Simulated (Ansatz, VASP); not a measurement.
# HfSiO4: VASP beside Ansatz

File POSCAR:

```
HfSiO4
1.0
   -3.2862500000      3.2862500000      2.9816000000
    3.2862500000     -3.2862500000      2.9816000000
    3.2862500000      3.2862500000     -2.9816000000
Hf Si O
2 2 8
Direct
    0.7500000000      0.2500000000      0.5000000000
    0.0000000000      0.0000000000      0.0000000000
    0.2500000000      0.7500000000      0.5000000000
    0.5000000000      0.5000000000      0.0000000000
    0.1340001544      0.3192779219      0.8147222326
    0.0692779219      0.7545556893      0.6852777674
    0.5045556893      0.3192779219      0.1852777674
    0.0692779219      0.3840001544      0.3147222326
    0.6159998456      0.9307220781      0.6852777674
    0.6807220781      0.8659998456      0.1852777674
    0.2454443107      0.9307220781      0.3147222326
    0.6807220781      0.4954443107      0.8147222326
```

INCAR.step1

```
  PREC = Accurate
  ENCUT = 520
  ISMEAR = -1
  SIGMA = 0.02
  LREAL = False
  LASPH = True
  NELM = 100
  NBANDS = 50
  GGA = PE
  ALGO = Normal
  EDIFF = 1E-4
  LWAVE = True
  LCHARG = False
```

Contents of INCAR.step2:

```
  PREC = Accurate
  ENCUT = 520
  EDIFF = 1E-8
  ISMEAR = -1
  SIGMA = 0.02
  LREAL = False
  LASPH = True
  NELM = 100
  ALGO = Normal
  ISIF = 2
  LWAVE = False
  LCHARG = False
  METAGGA = R2SCAN
  LMIXTAU = True
  LEFG = True
  NBANDS = 50
  ISTART = 1
```

KPOINTS

```
Automatic mesh
0
Gamma
  5 5 5
```

Input for Ansatz:

```yaml
crystal:
  lattice:
    - [-3.28625, 3.28625, 2.9816]
    - [3.28625, -3.28625, 2.9816]
    - [3.28625, 3.28625, -2.9816]
  atoms:
    - { symbol: Hf, position: [0.75, 0.25, 0.5] }
    - { symbol: Hf, position: [0.0, 0.0, 0.0] }
    - { symbol: Si, position: [0.25, 0.75, 0.5] }
    - { symbol: Si, position: [0.5, 0.5, 0.0] }
    - { symbol: O, position: [0.1340001544, 0.3192779219, 0.8147222326] }
    - { symbol: O, position: [0.0692779219, 0.7545556893, 0.6852777674] }
    - { symbol: O, position: [0.5045556893, 0.3192779219, 0.1852777674] }
    - { symbol: O, position: [0.0692779219, 0.3840001544, 0.3147222326] }
    - { symbol: O, position: [0.6159998456, 0.9307220781, 0.6852777674] }
    - { symbol: O, position: [0.6807220781, 0.8659998456, 0.1852777674] }
    - { symbol: O, position: [0.2454443107, 0.9307220781, 0.3147222326] }
    - { symbol: O, position: [0.6807220781, 0.4954443107, 0.8147222326] }
kpoints:
  mp_grid: { grid: [5, 5, 5] }
scf:
  occupations: { method: fermi_dirac, width: 0.02 }
hamiltonian:
  xc: r2scan
  pseudopotentials: { kind: paw }
output:
  forces: true
  stress: true
  populations: true
  efg:
    quadrupole_moments_barn: { Hf: 3.365, O: -0.02558 }
    contact_densities: true
```

Alike in both runs: task electric field gradients; functional r2SCAN; k mesh 5 × 5 × 5; occupations fermi-dirac, width 0.02 eV; no spin polarisation.

```csv
,VASP,Ansatz
version,VASP 6.6.1,Ansatz 0.2.0
potentials or method,"VASP PAW PBE potentials, release 64 (Hf_pv, Si, O)","plane-wave PAW, scalar-relativistic"
plane-wave cutoff (eV),520,500
valence electrons in the cell,76,108
```

```tsv
	VASP	Ansatz	Ansatz less VASP
gap on the k mesh at the Fermi level (eV)	6.00	6.06	+0.055
pressure (GPa)	-1.2	0.6	+1.82
largest component of the traceless stress (GPa)	0.50	0.06	-0.437
rms of the force components (eV/Å)	0.032	0.133	+0.1004
Vzz of the field gradient on the site that differs most (V/Å²)	131.7	148.6	+16.83
```

Atom by atom the forces differ by 0.103 eV/Å (rms over components). The functional is the same, so the differences come from potentials, cutoffs and numerics. The two sets of potentials don't hold the same shells in valence. Ansatz warned: «gradients_without_spin_orbit».

Caveats: the PAW data sets were made with another functional, which shifts forces and pressure a little (VASP); spin-orbit coupling is left out, which moves the levels of the heavy elements; an odd mesh through Γ misses points on the zone boundary, where band edges often lie. r2SCAN opens gaps a little over a GGA but as a rule still falls short of measured ones.
